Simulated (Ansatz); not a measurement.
# SnO2 (P6_3/mmc) in Ansatz: equation of state

Aim: energy against volume of SnO2 in PBE, for its equilibrium volume and stiffness.

Program: Ansatz 0.2.0. These are calculated values, not measurements. Logs are shortened: lines on timing, memory, paths and dates and some standing lists are left out, and cuts for length are marked.

### 1 The crystal as given

The structure is hexagonal, space group P6_3/mmc (No. 194). The conventional cell has a = 3.231 Å, b = 3.231 Å, c = 10.791 Å, α = 90.00°, β = 90.00°, γ = 120.00°. Sn (site symmetry -3m) is surrounded by 6 O at 2.12 Å. O (site symmetry 3m) has 3 Sn at 2.12 Å as nearest neighbours.

Measurements of this composition are mostly on another form, of space group No. 136.

### 2 Single point, PBE, 15.28 Å³/atom (volume scaled by 0.94)

Contents of input.yaml:

```yaml
crystal:
  lattice:
    - [3.1646269974, 0.0, 0.0]
    - [-1.5823134987, 2.7406473732, 0.0]
    - [0.0, 0.0, 10.5702846404]
  atoms:
    - { symbol: Sn, position: [0.0, 0.0, 0.0] }
    - { symbol: Sn, position: [0.0, 0.0, 0.5] }
    - { symbol: O, position: [0.3333333333, 0.6666666667, 0.905862] }
    - { symbol: O, position: [0.3333333333, 0.6666666667, 0.594138] }
    - { symbol: O, position: [0.6666666667, 0.3333333333, 0.094138] }
    - { symbol: O, position: [0.6666666667, 0.3333333333, 0.405862] }
hamiltonian:
  xc: pbe
  pseudopotentials: { kind: paw }
kpoints:
  mp_grid: { grid: [9, 9, 3] }
scf:
  occupations: { method: fermi_dirac, width: 0.05 }
output:
  forces: true
  stress: true
  eigenvalues: true
```

Potentials or basis: Ansatz PAW.

Started as:

```bash
$ ansatz run input.yaml --threads 2 --pin off --max-ram 5120MiB --backend cpu --events-out ev --progress --plain --runs-dir out
```

What it wrote:

```text
Warning: RAYON_NUM_THREADS=2 ignored (pool sized by the plan → 2); use --threads N
Engine: ansatz 0.2.0, x86_64-unknown-linux-gnu
Pseudopotentials: kind: paw
Pseudopotential: Sn, paw, valence charge 14, recommended cutoff 420 eV (normal), Sn.paw.azcp
Pseudopotential: O, paw, valence charge 6, recommended cutoff 420 eV (normal), O.paw.azcp
Functional definition: PBE
  parameter kappa = 0.804
  parameter beta = 0.06672455060314922
  exchange = pbe_x(kappa = kappa, mu = beta*pi^2/3)
  correlation = pbe_c(beta = beta)
Crystal: 6 atoms, lattice volume = 91.677 Å³
Basis set: ecut = 420 eV, 1763 PW (Γ), exchange–correlation on 48×48×144 points (8 copies of the dense FFT grid, shifted against one another)
Bands: 32, of which v1, the nominal top of the filled ones, is band 26 counted from 1 (25 counted from 0)
Symmetry: 24 space group operations
Space group: P63/mmc (ITA 194), of the structure as read, at distance tolerance 4.5e-5 Å
k-points: 24 of 243
Non-local potential: Sn, projectors of the file, l = 0: 2, l = 1: 2, l = 2: 2, l = 3: 2
Non-local potential: O, projectors of the file, l = 0: 2, l = 1: 2, l = 2: 1
PAW form: soft (Blöchl's): semilocal exchange-correlation on the pseudo side does not see the compensation charge
PAW one-centre angular grid: Sn, 590 points (default); XC on 64 Gauss nodes
PAW one-centre angular grid: O, 110 points (default); XC on 64 Gauss nodes
Initial density: superposition of atomic densities (neutral atoms: chi_scale 0, normalization atom), corrected by the library's trained network
Initial wavefunctions: pseudopotential atomic-orbital guess
Functional: x = pbe(κ = 0.804, μ = 0.2195149727645171), c = pbe(β = 0.06672455060314922)
SCF iter   1: F=—  HF=-14316.880373 eV  |F-HF|=—  |Δ(HF+E_count)|=         —  Δρ=1.87e-3  dr2=2.04e-3  ethr=1.77e-3  ⟨swp⟩=6.8  Hψ=3490  notcnv=0
preconditioner: auto → Resta (q_TF=auto, 2.482 Å⁻¹)  ε∞=3.2  [insulator: Δε(μ)=2.500 eV  Ē_g=19.057 eV  σ=0.050 eV  W_gap=1.00  n_scr=26 (ndim 8)  ℏωp=28.0 eV  f_vac=0.243  D(μ)=0.00/eV (n_scr^D=0)  ε∞_Penn≈3.2]
SCF iter   2: F=—  HF=-14316.882543 eV  |F-HF|=—  |Δ(HF+E_count)|=   2.17e-3  Δρ=9.38e-4  dr2=5.05e-4  ethr=3.93e-6  ⟨swp⟩=2.2  Hψ=1590  notcnv=0  defer=3
SCF iter   3: F=—  HF=-14316.882892 eV  |F-HF|=—  |Δ(HF+E_count)|=   3.49e-4  Δρ=2.22e-4  dr2=5.76e-5  ethr=9.71e-7  ⟨swp⟩=2.0  Hψ=1043  notcnv=0  defer=1
automatic band count: iteration 3 solves 31 bands in place of 32: the levels show a gap, and the empty bands left out lie too high to hold charge; the band table lists the bands solved (type scf.n_extra_bands for more)
SCF iter   4: F=—  HF=-14316.882824 eV  |F-HF|=—  |Δ(HF+E_count)|=   6.76e-5  Δρ=8.87e-5  dr2=6.62e-6  ethr=1.11e-7  ⟨swp⟩=2.9  Hψ=1323  notcnv=0  defer=1
SCF iter   5: F=—  HF=-14316.882827 eV  |F-HF|=—  |Δ(HF+E_count)|=   2.46e-6  Δρ=3.91e-5  dr2=1.20e-6  ethr=1.27e-8  ⟨swp⟩=2.9  Hψ=1349  notcnv=0  defer=1
SCF iter   6: F=—  HF=-14316.882827 eV  |F-HF|=—  |Δ(HF+E_count)|=   3.00e-7  Δρ=1.17e-5  dr2=1.06e-7  ethr=2.31e-9  ⟨swp⟩=2.0  Hψ=1029  notcnv=0  defer=1
SCF iter   7: F=-14316.882827 eV  HF=-14316.882827 eV  |F-HF|=4.98e-9  |Δ(HF+E_count)|=   7.16e-8  Δρ=2.74e-6  dr2=6.82e-9  ethr=1.92e-10  ⟨swp⟩=8.6  Hψ=3306  notcnv=0
SCF 1 converged in 7 iterations: F = -14316.882827 eV  dr2 = 6.82e-9
SCF converged after 7 iterations
Free energy (F): -14316.882827 eV
Harris-Foulkes:  -14316.882827 eV  (|F-HF|=4.98e-9)
Internal energy: -14316.882827 eV  (E = F + TS)
E sigma→0 (E₀):  -14316.882827 eV
Fermi energy:    6.632272 eV
--- Per-component energies (eV) ---
  E_band       = -310.004456
  E_kinetic    = 1082.679656
  E_local      = -4838.859248  (includes V_loc(G=0)·N_el)
  E_nonlocal   = 133.720237
  E_hartree    = 2382.112050
  E_xc         = -1055.750061
  E_vxc        = -564.751764  (∫ρ·V_xc dr)
  E_paw        = -8926.858472  (= ΣΔE_a)
  E_vpaw       = -887.029284  (= ΣTr[D̂ρ^β])
  E_aug_tail   = 0.009710  (compensation charges beyond the density's cutoff)
  E_ewald      = -3093.936699
  E_smearing   = -0.000000  (= −TS)
  E_closure    = 0.000000  (closes the sum)
  Σ components = -14316.882827   (vs F -14316.882827, Δ=0.00e0)
--- Forces (eV/Å), atoms counted from 1 ---
  atom   1  Sn    -0.00000000     0.00000000     0.00000000
  atom   2  Sn    -0.00000000    -0.00000000     0.00000000
  atom   3  O      0.00000000     0.00000000    -0.63002363
  atom   4  O     -0.00000000     0.00000000     0.63002363
  atom   5  O      0.00000000    -0.00000000     0.63002363
  atom   6  O     -0.00000000    -0.00000000    -0.63002363
  max |Σ_I F_I| component: 1.85e-17 eV/Å
--- Stress (GPa, compression-positive) ---
       10.054742      -0.000000       0.000000
        0.000000      10.054742       0.000000
        0.000000       0.000000       5.554473
  P = ⅓ Tr σ = 8.5547 GPa (85.547 kbar)
--- Band table (eV; the first three rows and the last of 24) ---
  k-point 0: bands = ["-14.7767", "-14.7748", "-14.4723", "-14.4723", "-14.4723", "-14.4723", "-14.2189", "-14.2189", "-14.2189", "-14.2189", "-12.8904", "-12.8601", "-11.1317", "-11.0800", "1.4695", "1.7840", "3.9005", "3.9005", "3.9250", "3.9250", "4.1337", "4.4221", "4.4221", "4.4479", "4.4479", "4.8107", "7.7921", "8.5841", "11.0434", "11.4275", "15.7263"]
  k-point 1: bands = ["-14.7762", "-14.7753", "-14.4723", "-14.4723", "-14.4723", "-14.4723", "-14.2189", "-14.2189", "-14.2189", "-14.2189", "-12.8830", "-12.8678", "-11.1186", "-11.0928", "1.5395", "1.6951", "3.9063", "3.9063", "3.9184", "3.9184", "4.2989", "4.4288", "4.4288", "4.4414", "4.4414", "4.6334", "7.9953", "8.3866", "11.1495", "11.3397", "15.7415"]
  k-point 2: bands = ["-14.7193", "-14.7177", "-14.5849", "-14.5839", "-14.4405", "-14.4404", "-14.2534", "-14.2532", "-14.2208", "-14.2207", "-12.8131", "-12.7828", "-10.9019", "-10.8522", "1.2586", "1.4712", "3.2105", "3.3914", "3.5894", "3.6139", "3.9151", "4.1783", "4.5455", "4.5736", "4.5748", "5.0222", "8.4718", "9.1149", "11.4594", "11.9118", "15.2456"]
  k-point 23: bands = ["-15.0081", "-15.0081", "-15.0051", "-15.0051", "-14.2585", "-14.2585", "-14.2584", "-14.2584", "-14.2066", "-14.2063", "-10.3927", "-10.3927", "-10.3640", "-10.3640", "-1.3759", "-1.3559", "1.4382", "1.4382", "1.5024", "1.5024", "2.4216", "2.4730", "4.8412", "4.8412", "5.1034", "5.1034", "12.0065", "12.0161", "15.0971", "15.4845", "15.8155"]
```

Wall time 3 s (2 threads of Intel Xeon at 2.50GHz (Skylake/Cascade Lake), shared host); peak memory 0.4 GiB.

Results:

| Property | Result |
| --- | --- |
| Free energy | -14316.8828 eV |
| Pressure | 8.6 GPa |
| Largest force | 0.630 eV/Å |
| Band gap on the k mesh | 2.50 eV, indirect (least direct gap 2.98 eV) |

Caveat: odd divisions of the mesh miss points on the zone boundary, where band edges often lie, so the gap on the mesh can be too wide; the pressure holds a Pulay correction of +0.7 GPa for the finite cutoff; spin-orbit coupling is left out, which moves the levels of the heavy elements.

### 3 Single point, PBE, 15.60 Å³/atom (volume scaled by 0.96)

Changes to input.yaml since step 2:

```diff
@@ -2,5 +2,5 @@
   lattice:
-    - [3.1646269974, 0.0, 0.0]
-    - [-1.5823134987, 2.7406473732, 0.0]
-    - [0.0, 0.0, 10.5702846404]
+    - [3.1869138373, 0.0, 0.0]
+    - [-1.5934569186, 2.7599483428, 0.0]
+    - [0.0, 0.0, 10.6447257173]
   atoms:
@@ -23 +23,5 @@
   eigenvalues: true
+  write_density: true
+  write_potential: true
+  elf: true
+  volumetric_format: npy
```

Potentials or basis: Ansatz PAW.

Started as:

```bash
$ ansatz run input.yaml --threads 2 --pin off --max-ram 5120MiB --backend cpu --events-out ev --progress --plain --runs-dir out
```

What it wrote:

```text
Warning: RAYON_NUM_THREADS=2 ignored (pool sized by the plan → 2); use --threads N
[... 9 set-up lines as earlier in the session ...]
Crystal: 6 atoms, lattice volume = 93.628 Å³
Basis set: ecut = 420 eV, 1859 PW (Γ), exchange–correlation on 48×48×144 points (8 copies of the dense FFT grid, shifted against one another)
Bands: 32, of which v1, the nominal top of the filled ones, is band 26 counted from 1 (25 counted from 0)
[... 2 set-up lines as earlier in the session ...]
k-points: 24 of 243
[... 2 set-up lines as earlier in the session ...]
[... 28 lines left out ...]
  E_xc         = -1055.115312
  E_vxc        = -563.860895  (∫ρ·V_xc dr)
  E_paw        = -8926.050270  (= ΣΔE_a)
  E_vpaw       = -885.973434  (= ΣTr[D̂ρ^β])
  E_aug_tail   = 0.009595  (compensation charges beyond the density's cutoff)
  E_ewald      = -3072.300070
  E_smearing   = -0.000000  (= −TS)
  E_closure    = -0.000000  (closes the sum)
  Σ components = -14316.966489   (vs F -14316.966489, Δ=0.00e0)
--- Forces (eV/Å), atoms counted from 1 ---
  atom   1  Sn     0.00000000     0.00000000     0.00000000
  atom   2  Sn     0.00000000     0.00000000     0.00000000
  atom   3  O     -0.00000000     0.00000000    -0.36613304
  atom   4  O      0.00000000     0.00000000     0.36613304
  atom   5  O     -0.00000000     0.00000000     0.36613304
  atom   6  O      0.00000000    -0.00000000    -0.36613304
  max |Σ_I F_I| component: 3.70e-17 eV/Å
--- Stress (GPa, compression-positive) ---
        6.061482       0.000000      -0.000000
        0.000000       6.061482      -0.000000
       -0.000000      -0.000000       3.565942
  P = ⅓ Tr σ = 5.2296 GPa (52.296 kbar)
--- Band table (eV; the first three rows and the last of 24) ---
  k-point 0: bands = ["-14.9986", "-14.9973", "-14.7387", "-14.7387", "-14.7387", "-14.7387", "-14.5106", "-14.5106", "-14.5105", "-14.5105", "-13.0486", "-13.0193", "-11.3136", "-11.2648", "1.2213", "1.5107", "3.6799", "3.6799", "3.7036", "3.7036", "3.9431", "4.1693", "4.1693", "4.1932", "4.1932", "4.5967", "7.4073", "8.1714", "10.6816", "11.0589", "15.3783", "15.4342"]
  k-point 1: bands = ["-14.9982", "-14.9976", "-14.7387", "-14.7387", "-14.7387", "-14.7387", "-14.5106", "-14.5106", "-14.5105", "-14.5105", "-13.0414", "-13.0268", "-11.3012", "-11.2769", "1.2864", "1.4300", "3.6854", "3.6854", "3.6973", "3.6973", "4.1009", "4.1754", "4.1754", "4.1878", "4.1878", "4.4236", "7.6054", "7.9831", "10.7848", "10.9717", "15.4002", "15.4284"]
  k-point 2: bands = ["-14.9504", "-14.9493", "-14.8399", "-14.8390", "-14.7091", "-14.7090", "-14.5415", "-14.5413", "-14.5121", "-14.5120", "-12.9676", "-12.9385", "-11.1020", "-11.0551", "1.0084", "1.2045", "3.0042", "3.1753", "3.3714", "3.3950", "3.7010", "3.9457", "4.2963", "4.3235", "4.3521", "4.7953", "8.0760", "8.6916", "11.0947", "11.5364", "14.8595", "15.6263"]
  k-point 23: bands = ["-15.2288", "-15.2288", "-15.2262", "-15.2262", "-14.5435", "-14.5435", "-14.5434", "-14.5434", "-14.5022", "-14.5020", "-10.6414", "-10.6414", "-10.6139", "-10.6139", "-1.5469", "-1.5278", "1.2587", "1.2587", "1.3195", "1.3195", "2.2349", "2.2840", "4.6063", "4.6063", "4.8592", "4.8592", "11.5181", "11.5275", "14.7163", "15.0856", "15.3878", "15.3878"]
```

Wall time 4.2 s (2 threads of Intel Xeon at 2.50GHz (Skylake/Cascade Lake), shared host); peak memory 0.41 GiB.

What came out:

| Property | Result |
| --- | --- |
| Free energy | -14316.9665 eV |
| Pressure | 5.2 GPa |
| Largest force | 0.366 eV/Å |
| Band gap on the k mesh | 2.36 eV, indirect (least direct gap 2.81 eV) |

Caveat: odd divisions of the mesh miss points on the zone boundary, where band edges often lie, so the gap on the mesh can be too wide; the pressure holds a Pulay correction of +0.7 GPa for the finite cutoff; spin-orbit coupling is left out, which moves the levels of the heavy elements.

### 4 Single point, PBE, 15.93 Å³/atom (volume scaled by 0.98)

Changes to input.yaml since step 3:

```diff
@@ -2,5 +2,5 @@
   lattice:
-    - [3.1869138373, 0.0, 0.0]
-    - [-1.5934569186, 2.7599483428, 0.0]
-    - [0.0, 0.0, 10.6447257173]
+    - [3.2088932479, 0.0, 0.0]
+    - [-1.604446624, 2.7789830708, 0.0]
+    - [0.0, 0.0, 10.7181399387]
   atoms:
@@ -23,5 +23 @@
   eigenvalues: true
-  write_density: true
-  write_potential: true
-  elf: true
-  volumetric_format: npy
```

Started as:

```bash
$ ansatz run input.yaml --threads 2 --pin off --max-ram 5120MiB --backend cpu --events-out ev --progress --plain --runs-dir out
```

Run time: 2.7 s. Hardware: 2 threads of Intel Xeon at 2.50GHz (Skylake/Cascade Lake), shared host; peak memory 0.41 GiB.

Results (log left out):

```yaml
Free_energy: -14317.0118 eV
Pressure: 2.3 GPa
Largest_force: 0.125 eV/Å
Band_gap_on_the_k_mesh: 2.23 eV, indirect (least direct gap 2.65 eV)
```

Caveat: odd divisions of the mesh miss points on the zone boundary, where band edges often lie, so the gap on the mesh can be too wide; the pressure holds a Pulay correction of +0.7 GPa for the finite cutoff; spin-orbit coupling is left out, which moves the levels of the heavy elements.

### 5 Single point, PBE, 16.25 Å³/atom

Changes to input.yaml since step 4:

```diff
@@ -2,5 +2,5 @@
   lattice:
-    - [3.2088932479, 0.0, 0.0]
-    - [-1.604446624, 2.7789830708, 0.0]
-    - [0.0, 0.0, 10.7181399387]
+    - [3.2305756168, 0.0, 0.0]
+    - [-1.6152878084, 2.797760553, 0.0]
+    - [0.0, 0.0, 10.790562]
   atoms:
```

Started as:

```bash
$ ansatz run input.yaml --threads 2 --pin off --max-ram 5120MiB --backend cpu --events-out ev --progress --plain --runs-dir out
```

Run time: 2.9 s. Hardware: 2 threads of Intel Xeon at 2.50GHz (Skylake/Cascade Lake), shared host; peak memory 0.41 GiB.

It converged, with:

| Item | Value |
| --- | --- |
| Free energy | -14317.0229 eV |
| Pressure | -0.4 GPa |
| Largest force | 0.095 eV/Å |
| Band gap on the k mesh | 2.11 eV, indirect (least direct gap 2.50 eV) |

Caveat: odd divisions of the mesh miss points on the zone boundary, where band edges often lie, so the gap on the mesh can be too wide; the pressure holds a Pulay correction of +0.7 GPa for the finite cutoff; spin-orbit coupling is left out, which moves the levels of the heavy elements.

### 6 Single point, PBE, 16.58 Å³/atom (volume scaled by 1.02)

Changes to input.yaml since step 5:

```diff
@@ -2,5 +2,5 @@
   lattice:
-    - [3.2305756168, 0.0, 0.0]
-    - [-1.6152878084, 2.797760553, 0.0]
-    - [0.0, 0.0, 10.790562]
+    - [3.2519707808, 0.0, 0.0]
+    - [-1.6259853904, 2.8162893086, 0.0]
+    - [0.0, 0.0, 10.8620247581]
   atoms:
@@ -23 +23,5 @@
   eigenvalues: true
+  write_density: true
+  write_potential: true
+  elf: true
+  volumetric_format: npy
```

Potentials or basis: Ansatz PAW.

Started as:

```bash
$ ansatz run input.yaml --threads 2 --pin off --max-ram 5120MiB --backend cpu --events-out ev --progress --plain --runs-dir out
```

It took 4.6 s on 2 threads of Intel Xeon at 2.50GHz (Skylake/Cascade Lake), shared host; peak memory 0.42 GiB.

The run converged. Its results:

- Free energy: -14317.0038 eV
- Pressure: -2.7 GPa
- Largest force: 0.296 eV/Å
- Band gap on the k mesh: 1.99 eV, indirect (least direct gap 2.36 eV)

Caveat: odd divisions of the mesh miss points on the zone boundary, where band edges often lie, so the gap on the mesh can be too wide; the pressure holds a Pulay correction of +0.6 GPa for the finite cutoff; spin-orbit coupling is left out, which moves the levels of the heavy elements.

### 7 Single point, PBE, 16.91 Å³/atom (volume scaled by 1.04)

Changes to input.yaml since step 6:

```diff
@@ -2,5 +2,5 @@
   lattice:
-    - [3.2519707808, 0.0, 0.0]
-    - [-1.6259853904, 2.8162893086, 0.0]
-    - [0.0, 0.0, 10.8620247581]
+    - [3.2730880659, 0.0, 0.0]
+    - [-1.636544033, 2.8345774139, 0.0]
+    - [0.0, 0.0, 10.9325593628]
   atoms:
@@ -23,5 +23 @@
   eigenvalues: true
-  write_density: true
-  write_potential: true
-  elf: true
-  volumetric_format: npy
```

Started as:

```bash
$ ansatz run input.yaml --threads 2 --pin off --max-ram 5120MiB --backend cpu --events-out ev --progress --plain --runs-dir out
```

Run time: 3.3 s. Hardware: 2 threads of Intel Xeon at 2.50GHz (Skylake/Cascade Lake), shared host; peak memory 0.41 GiB.

Results (log left out):

| Property | Result |
| --- | --- |
| Free energy | -14316.9577 eV |
| Pressure | -4.8 GPa |
| Largest force | 0.481 eV/Å |
| Band gap on the k mesh | 1.88 eV, indirect (least direct gap 2.22 eV) |

Caveat: odd divisions of the mesh miss points on the zone boundary, where band edges often lie, so the gap on the mesh can be too wide; the pressure holds a Pulay correction of +0.6 GPa for the finite cutoff; spin-orbit coupling is left out, which moves the levels of the heavy elements.

### 8 Single point, PBE, 17.23 Å³/atom (volume scaled by 1.06)

Changes to input.yaml since step 7:

```diff
@@ -2,5 +2,5 @@
   lattice:
-    - [3.2730880659, 0.0, 0.0]
-    - [-1.636544033, 2.8345774139, 0.0]
-    - [0.0, 0.0, 10.9325593628]
+    - [3.2939363227, 0.0, 0.0]
+    - [-1.6469681613, 2.8526325339, 0.0]
+    - [0.0, 0.0, 11.0021953763]
   atoms:
@@ -23 +23,5 @@
   eigenvalues: true
+  write_density: true
+  write_potential: true
+  elf: true
+  volumetric_format: npy
```

Started as:

```bash
$ ansatz run input.yaml --threads 2 --pin off --max-ram 5120MiB --backend cpu --events-out ev --progress --plain --runs-dir out
```

Wall time 5.1 s (2 threads of Intel Xeon at 2.50GHz (Skylake/Cascade Lake), shared host); peak memory 0.42 GiB.

The run converged. Its results:

| Property | Result |
| --- | --- |
| Free energy | -14316.8871 eV |
| Pressure | -6.7 GPa |
| Largest force | 0.649 eV/Å |
| Band gap on the k mesh | 1.78 eV, indirect (least direct gap 2.10 eV) |

Caveat: odd divisions of the mesh miss points on the zone boundary, where band edges often lie, so the gap on the mesh can be too wide; the pressure holds a Pulay correction of +0.6 GPa for the finite cutoff; spin-orbit coupling is left out, which moves the levels of the heavy elements.

### 9 Equation of state, PBE

Potentials or basis: Ansatz PAW.

No new run: the results of the series are fitted here.

Results:

```yaml
Equilibrium_volume: 16.21 Å³/atom
Bulk_modulus_at_fixed_shape_and_positions: 126 GPa
Pressure_derivative_of_the_bulk_modulus: 4.7
```

Energy against volume, from the lowest point:
```csv
volume (Å³/atom),energy (meV/atom)
15.280,23.35
15.605,9.41
15.930,1.86
16.255,0.00
16.580,3.19
16.905,10.87
17.230,22.65
```

Caveat: the cell was scaled at fixed shape and fractional positions, which overstates the stiffness of a crystal with free parameters, most of all of layers and chains.
